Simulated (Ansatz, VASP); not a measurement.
## HfTeSe (1T-HfSeTe bilayer, AA) in two plane-wave programs

One calculation is typed for both programs; each brings its own data sets. How far apart do they land? The structure shown is the start of the Ansatz relaxation below; VASP solves that cell, so the two are compared at the walk's first step.

Calculated with Ansatz 0.2.0; plane waves, with VASP 6.6.1 beside it; single point at PBEsol with D3(BJ).

### 1. The starting structure

The cell holds 6 atoms: 2 Te, 2 Hf and 2 Se. Cell: a = 3.865 Å, b = 3.865 Å, c = 52.001 Å, α = 90.0°, β = 90.0°, γ = 120.0°. Vacuum lies along c.

### 2. Ansatz: relaxation, PBEsol with D3(BJ)

Ansatz runs on its default PAW (the set named soft_2) files.

The two programs are compared at the cell with which this relaxation starts, whose forces are those of its first step.

File input.yaml:

```yaml
crystal:
  lattice:
    - [3.865, 0.0, 0.0]
    - [-1.9325, 3.3471881856, 0.0]
    - [0.0, 0.0, 52.0011573858]
  atoms:
    - { symbol: Te, position: [0.6666666667, 0.3333333333, 0.3990295802] }
    - { symbol: Hf, position: [0.0, 0.0, 0.4368660604] }
    - { symbol: Se, position: [0.3333333333, 0.6666666667, 0.4692314541] }
    - { symbol: Te, position: [0.6666666667, 0.3333333333, 0.5307685459] }
    - { symbol: Hf, position: [0.0, 0.0, 0.5686050262] }
    - { symbol: Se, position: [0.3333333333, 0.6666666667, 0.6009704198] }
  periodic: [true, true, false]
kpoints:
  mp_grid: { grid: [12, 12, 1] }
hamiltonian:
  xc: pbesol
  dispersion: d3bj
scf:
  occupations: { method: fermi_dirac, width: 0.05 }
  convergence: { dr2_threshold: 1.0e-09 }
relax:
  f_tol: 0.004
  max_steps: 90
  cell: {}
output:
  write_potential: true
  write_density: true
  volumetric_format: npy
```

On the command line:

```bash
> ansatz run input.yaml --threads 4 --pin off --max-ram 6144MiB --backend cpu --events-out ev --progress --plain --runs-dir out
```

Numbers of over 12 decimals in the logs are rounded to 6 here.

The program printed:

```text
Warning: relax.cell: scf.convergence.dr2_threshold = 1e-9 eV is looser than the 1.42756039621e-10 eV advised for a relaxation that steers and ends on the stress (1e-10 eV for each atom of the cell: 6, times the square of relax.cell.stress_2d_tol = 0.05 N/m over 20.5 Å (the atoms' height at the walk's start and 5 Å past either face), 2.439e-2 GPa, over a crystal's default 0.05). What an SCF threshold leaves in a stress goes as its square root, and in the free energy as the threshold itself, and one threshold admits the most on a small cell: [figures from the program's tests cut] Set scf.convergence.dr2_threshold to 1.42756039621e-10 eV or tighter. [rest of the remark cut]
Engine: ansatz 0.2.0, x86_64-unknown-linux-gnu
Pseudopotentials: kind: paw
Pseudopotential: Te, paw, valence charge 16, recommended cutoff 420 eV (normal), Te.paw.azcp
Pseudopotential: Hf, paw, valence charge 26, recommended cutoff 420 eV (normal), Hf.paw.azcp
Pseudopotential: Se, paw, valence charge 16, recommended cutoff 420 eV (normal), Se.paw.azcp
Functional definition: PBEsol
  exchange = pbesol_x
  correlation = pbesol_c
Crystal: 6 atoms, lattice volume = 672.733 Å³
Basis set: ecut = 420 eV, 13265 PW (Γ), exchange–correlation on 54×54×720 points (8 copies of the dense FFT grid, shifted against one another)
Bands: 70, of which v1, the nominal top of the filled ones, is band 58 counted from 1 (57 counted from 0)
Symmetry: 6 space group operations
Space group: P3m1 (ITA 156), of the structure as read, at distance tolerance 8.8e-5 Å
k-points: 19 of 144 (time reversal used)
Non-local potential: Te, projectors of the file, l = 0: 2, l = 1: 2, l = 2: 2, l = 3: 2
Non-local potential: Hf, projectors of the file, l = 0: 3, l = 1: 2, l = 2: 2, l = 3: 3
Non-local potential: Se, projectors of the file, l = 0: 2, l = 1: 2, l = 2: 3, l = 3: 1
PAW form: soft (Blöchl's): semilocal exchange-correlation on the pseudo side does not see the compensation charge
PAW frozen core: Te, regenerated for the run's functional, and the local potential with it (the file was generated under x = pbe(κ = 0.804, μ = 0.219515), c = pbe(β = 0.066725))
PAW frozen core: Hf, regenerated for the run's functional, and the local potential with it (the file was generated under x = pbe(κ = 0.804, μ = 0.219515), c = pbe(β = 0.066725))
PAW frozen core: Se, regenerated for the run's functional, and the local potential with it (the file was generated under x = pbe(κ = 0.804, μ = 0.219515), c = pbe(β = 0.066725))
PAW one-centre angular grid: Te, 590 points (default); XC on 64 Gauss nodes
PAW one-centre angular grid: Hf, 590 points (default); XC on 64 Gauss nodes
PAW one-centre angular grid: Se, 590 points (default); XC on 64 Gauss nodes
Initial density: superposition of atomic densities (neutral atoms: chi_scale 0, normalization atom), corrected by the library's trained network
Initial wavefunctions: pseudopotential atomic-orbital guess
Functional: x = pbesol(κ = 0.804, μ = 0.123457), c = pbesol(β = 0.046)
SCF iter   1: F=—  HF=-55854.969716 eV  |F-HF|=—  |Δ(HF+E_count)|=         —  Δρ=2.52e-3  dr2=1.38e0  ethr=1.77e-3  ⟨swp⟩=10.6  Hψ=6497  notcnv=0  defer=26
preconditioner: auto → LDOS  [insulator: Δε(μ)=0.153 eV  Ē_g=11.539 eV  σ=0.050 eV  W_gap=0.55  n_scr=110 (ndim 8)  ℏωp=11.1 eV  f_vac=0.731  D(μ)=0.96/eV (n_scr^D=8)  ε∞_Penn≈1.9  β→1.0]
SCF iter   2: F=—  HF=-55855.113490 eV  |F-HF|=—  |Δ(HF+E_count)|=   1.44e-1  Δρ=4.34e-3  dr2=3.98e0  ethr=1.19e-3  ⟨swp⟩=4.1  Hψ=2051  notcnv=0  defer=80  recentre
SCF iter   3: F=—  HF=-55854.922597 eV  |F-HF|=—  |Δ(HF+E_count)|=   1.91e-1  Δρ=8.65e-4  dr2=2.85e-1  ethr=1.19e-3  ⟨swp⟩=4.0  Hψ=2245  notcnv=0  defer=80
SCF iter   4: F=—  HF=-55854.914045 eV  |F-HF|=—  |Δ(HF+E_count)|=   8.55e-3  Δρ=3.60e-4  dr2=3.87e-3  ethr=2.45e-4  ⟨swp⟩=2.7  Hψ=1898  notcnv=0  defer=74
SCF iter   5: F=—  HF=-55854.913510 eV  |F-HF|=—  |Δ(HF+E_count)|=   5.35e-4  Δρ=1.51e-4  dr2=4.29e-4  ethr=3.33e-6  ⟨swp⟩=2.9  Hψ=1749  notcnv=0  defer=74
SCF iter   6: F=—  HF=-55854.913567 eV  |F-HF|=—  |Δ(HF+E_count)|=   5.68e-5  Δρ=6.79e-5  dr2=7.65e-5  ethr=3.70e-7  ⟨swp⟩=3.0  Hψ=2512  notcnv=0  defer=74
SCF iter   7: F=—  HF=-55854.913557 eV  |F-HF|=—  |Δ(HF+E_count)|=   9.46e-6  Δρ=2.02e-5  dr2=3.02e-6  ethr=6.59e-8  ⟨swp⟩=2.9  Hψ=2354  notcnv=0  defer=74
[...]
SCF iter   6: F=-55855.800450 eV  HF=-55855.800450 eV  |F-HF|=4.70e-9  |Δ(HF+E_count)|=   2.45e-9  Δρ=2.48e-7  dr2=1.82e-10  ethr=1.00e-12  ⟨swp⟩=14.5  Hψ=11949  notcnv=0
SCF 7 converged in 6 iterations: F = -55855.800450 eV  dr2 = 1.82e-10
relax step   7: F+E_penalty+E_count = -55855.80044968 eV  Δ(F+E_penalty+E_count) = +2.181e-3 eV  max|allowed force component| = 1.872e-3 eV/Å  Δτ_max = 0.0000 Å  P = -0.016 N/m  Ω = 622.727 Å³  fix = [c, alpha, beta]  reactions: c -0.000 N/m  stress off target by 1.61e-2 N/m on what of the cell is left free  SCF on the basis re-selected at this cell (its energy is not comparable with the rows above)  (6 SCF iters)
basis re-selected at this cell: Δ(F+E_penalty+E_count) = +2.181e-3 eV, ΔP = -0.002 N/m vs the last step (what re-selecting the basis moved, of the pressure what is left beyond the Pulay correction that the steps carried, after the strain that the cell walked since its last selection, with what the two solves' SCF thresholds leave and, on support functions, any second-order correction that the steps lacked; it is no measure of the basis error at this ecutwfc). The dense FFT grid was sized anew with the basis: this SCF ran on 25×25×360 points, the steps before it on 27×27×360, so part of this shift can come from that change (see relax.cell in the input reference). [rest of the remark cut]
WARN: The output density's exchange-correlation potential varies sharply where the density is thin. Do not read a vacuum level from v_tot or v_xc, or from such a field of the output density. On a cell that repeats whose density bears no net charge and no dipole along the vacuum's axis use v_es (v_loc + v_h of the components); under efield.dipole_correction with no amplitude use v_es + v_field, which holds any externa [...]
SCF converged after 6 iterations
Free energy (F): -55855.800450 eV
Harris-Foulkes:  -55855.800450 eV  (|F-HF|=4.70e-9)
Internal energy: -55855.788083 eV  (E = F + TS)
E sigma→0 (E₀):  -55855.794266 eV
Entropy (-TS):   -0.012366 eV (-2.061 meV/atom)
Fermi energy:    -4.826586 eV
--- Per-component energies (eV) ---
  E_band       = -3384.942564
  E_kinetic    = 1448.170585
  E_local      = -945213.900776  (includes V_loc(G=0)·N_el)
  E_nonlocal   = -4278.365294
  E_hartree    = 471539.432924
  E_xc         = -1050.537405
  E_vxc        = -938.808695  (∫ρ·V_xc dr)
  E_paw        = -26517.721991  (= ΣΔE_a)
  E_vpaw       = 2519.094294  (= ΣTr[D̂ρ^β])
  E_aug_tail   = -0.001563  (compensation charges beyond the density's cutoff)
  E_ewald      = 448213.933741
  E_disp       = -2.067017  (pairwise vdW)
  E_core_change = 5.268714  (= ΣΔE_core)
  E_smearing   = -0.012366  (= −TS)
  E_closure    = 0.000000  (closes the sum)
  Σ components = -55855.800450   (vs F -55855.800450, Δ=0.00e0)
--- Forces (eV/Å), atoms counted from 1 ---
  atom   1  Te     0.00000000    -0.00000000     0.00187155
  atom   2  Hf    -0.00000000     0.00000000    -0.00134598
  atom   3  Se     0.00000000     0.00000000    -0.00041424
  atom   4  Te     0.00000000    -0.00000000     0.00183708
  atom   5  Hf    -0.00000000     0.00000000    -0.00065911
  atom   6  Se    -0.00000000     0.00000000    -0.00129360
  max |Σ_I F_I| component: 4.29e-6 eV/Å
--- 2D stress c σ (N/m, compression-positive) ---
       -0.016061      -0.000000       0.000000
       -0.000000      -0.016061       0.000000
        0.000000       0.000000      -0.000000
  P = ½ c Tr σ = -0.0161 N/m
--- Band table (eV; the first three rows and the last of 19) ---
  k-point 0: bands = [... 54 lower, -4.4315, -4.4315, -4.2533, -4.2533, -3.7484, -3.7484, -3.7166, -3.7166, ... 8 higher]
  k-point 1: bands = [... 54 lower, -5.2620, -5.1031, -4.8260, -4.6500, -3.7967, -3.7183, -3.3432, -3.3194, ... 8 higher]
  k-point 2: bands = [... 54 lower, -6.2859, -5.6896, -5.3150, -5.1363, -4.0636, -3.9695, -3.0476, -2.8472, ... 8 higher]
  k-point 18: bands = [... 54 lower, -7.4564, -7.3216, -7.2520, -7.1047, -2.9279, -2.9154, -2.8577, -2.8127, ... 8 higher]
  the weakly bound empty levels are not read free of the cell's end (no_gap_told)
--- Relaxed structure (6 steps of the walk, 6 accepted, 1 SCFs on fresh bases) ---
  F+E_penalty+E_count = -55855.80044968 eV   max|allowed force component| = 1.872e-3 eV/Å   (the final SCF, on the basis selected at the relaxed cell)
  cell:  # Å, volume = 622.7271 Å³
    - [3.718580, 1.0837291874795466e-17, 0]
    - [-1.859290, 3.220384, 0]
    - [0, 0, 52.0011573858]
  atoms:
    - { symbol: Te, position: [0.666667, 0.333333, 0.407210] }
    - { symbol: Hf, position: [3.3097054230232246e-18, 0, 0.443513] }
    - { symbol: Se, position: [0.333333, 0.666667, 0.472714] }
    - { symbol: Te, position: [0.666667, 0.333333, 0.526818] }
    - { symbol: Hf, position: [-2.78578599690728e-18, 0, 0.563010] }
    - { symbol: Se, position: [0.333333, 0.666667, 0.592205] }
```

### 3. VASP: single point, PBEsol with D3(BJ), start cell

The same cell, functional, mesh and smearing now go to VASP, with its own data sets.

Lines of VASP's logs that name or quote its potential files are left out, and so is its time.

File INCAR:

```
SYSTEM = HfTeSe
PREC = Accurate
ENCUT = 400
EDIFF = 1E-06
NELM = 120
ISMEAR = -1
SIGMA = 0.05
LREAL = .FALSE.
ALGO = Normal
GGA = PS
IVDW = 12
NBANDS = 28
LASPH = .TRUE.
LORBIT = 11
LWAVE = .FALSE.
LCHARG = .FALSE.
ISIF = 2
LDIPOL = .TRUE.
IDIPOL = 3
DIPOL = 0.5 0.5 0.501
LVHAR = .TRUE.
GGA_COMPAT = .FALSE.
NELMDL = -8
KPAR = 2
```

File POSCAR:

```
HfTeSe
1.0
    3.8650000000      0.0000000000      0.0000000000
   -1.9325000000      3.3471880000      0.0000000000
    0.0000000000      0.0000000000     52.0011570000
Te Hf Se
2 2 2
Direct
    0.6666666169      0.3333332337      0.3990295831
    0.6666666169      0.3333332337      0.5307685558
    0.0000000000      0.0000000000      0.4368660682
    0.0000000000      0.0000000000      0.5686050216
    0.3333333831      0.6666667663      0.4692314634
    0.3333333831      0.6666667663      0.6009704169
```

File KPOINTS:

```
Automatic mesh
0
Gamma
12 12 1
0 0 0
```

PAW data sets: Te, Hf_pv and Se (PBE family, release 64).

On the command line:

```bash
> mpirun -np 2 vasp_std
```

The program printed:

```text
[banner, memory and clock lines left out]
running    2 mpi-ranks, on    1 nodes
 distrk:  each k-point on    1 cores,    2 groups
 distr:  one band on    1 cores,    1 groups

 POSCAR found type information on POSCAR TeHfSe
 POSCAR found :  3 types and       6 ions
|                                                                             |
|               ----> ADVICE to this user running VASP <----                  |
|                                                                             |
|     You enforced a specific xc type in the INCAR file but a different       |
|     [... a line on the potential file left out ...]
|     I HOPE YOU KNOW WHAT YOU ARE DOING!                                     |
|                                                                             |

 LDA part: xc-table for (Slater+PW92), standard interpolation
|                                                                             |
|           W    W    AA    RRRRR   N    N  II  N    N   GGGG   !!!           |
|           W    W   A  A   R    R  NN   N  II  NN   N  G    G  !!!           |
|           W    W  A    A  R    R  N N  N  II  N N  N  G       !!!           |
|           W WW W  AAAAAA  RRRRR   N  N N  II  N  N N  G  GGG   !            |
|           WW  WW  A    A  R   R   N   NN  II  N   NN  G    G                |
|           W    W  A    A  R    R  N    N  II  N    N   GGGG   !!!           |
|                                                                             |
|     One of the lattice vectors is very long (>50 A), but AMIN is rather     |
|     large. This can spoil convergence since charge sloshing might occur     |
|     along the long lattice vector. If problems with convergence are         |
|     observed, try to decrease AMIN to a smaller value (e.g. 0.01).          |
|     Note: This warning only applies if the self-consistency cycle is        |
|     used.                                                                   |
|                                                                             |

 POSCAR, INCAR and KPOINTS ok, starting setup
 FFT: planning ... GRIDC
 FFT: planning ... GRID_SOFT
 FFT: planning ... GRID
 WAVECAR not read
 entering main loop
       N       E                     dE             d eps       ncg     rms          rms(c)
DAV:   1     0.237972780117E+03    0.23797E+03   -0.15551E+04  1376   0.909E+02
DAV:   2    -0.128098232798E+02   -0.25078E+03   -0.24592E+03  1544   0.189E+02
DAV:   3    -0.431878026565E+02   -0.30378E+02   -0.30178E+02  1288   0.643E+01
DAV:   4    -0.441565440007E+02   -0.96874E+00   -0.96469E+00  1396   0.137E+01
DAV:   5    -0.441838931532E+02   -0.27349E-01   -0.27324E-01  1576   0.218E+00
DAV:   6    -0.441842790077E+02   -0.38585E-03   -0.38574E-03  1524   0.299E-01
DAV:   7    -0.441842919530E+02   -0.12945E-04   -0.12944E-04  1632   0.478E-02
DAV:   8    -0.441842921937E+02   -0.24065E-06   -0.24040E-06  1220   0.674E-03    0.525E+01
DAV:   9    -0.416652917265E+02    0.25190E+01   -0.10401E+01  1160   0.108E+01    0.387E+01
DAV:  10    -0.418164195356E+02   -0.15113E+00   -0.68922E+00  1192   0.104E+01    0.138E+01
DAV:  11    -0.414438454452E+02    0.37257E+00   -0.24562E+00  1204   0.601E+00    0.213E+00
DAV:  12    -0.415861490591E+02   -0.14230E+00   -0.34501E+00  1540   0.524E+00    0.229E+00
DAV:  13    -0.414342417191E+02    0.15191E+00   -0.30534E+00  1616   0.468E+00    0.156E+00
DAV:  14    -0.414112325820E+02    0.23009E-01   -0.68344E-01  1344   0.248E+00    0.987E-01
[...]
DAV:  28    -0.414027148122E+02   -0.31538E-04   -0.25250E-06   860   0.476E-03    0.405E-03
DAV:  29    -0.414027176666E+02   -0.28545E-05   -0.67768E-07   652   0.305E-03    0.605E-03
DAV:  30    -0.414027201244E+02   -0.24577E-05   -0.82420E-08   532   0.119E-03    0.424E-03
DAV:  31    -0.414027245651E+02   -0.44408E-05   -0.49969E-08   540   0.848E-04    0.250E-03
DAV:  32    -0.414027301225E+02   -0.55573E-05   -0.12901E-07   600   0.120E-03    0.110E-03
DAV:  33    -0.414027315021E+02   -0.13796E-05   -0.40035E-08   532   0.775E-04    0.128E-03
DAV:  34    -0.414027327686E+02   -0.12665E-05   -0.22465E-08   548   0.451E-04    0.116E-03
DAV:  35    -0.414027331716E+02   -0.40309E-06   -0.11321E-08   540   0.333E-04
   1 F= -.43190808E+02 E0= -.43183783E+02  d E =-.140502E-01
```

[end of part 1 of 2]

[Lines on the potential files, build, host, timing and source positions are cut from VASP's logs without a mark.]

[Logs are printed without paths, hosts, clocks, repeated set-up lines and the standing remarks that a program may print on its own settings, such as how far it seeks lower states.]

[Hosts, paths, dates, database ids (printed as entryN), source tags and the programs' standing remarks are cut or masked in the printed files.]
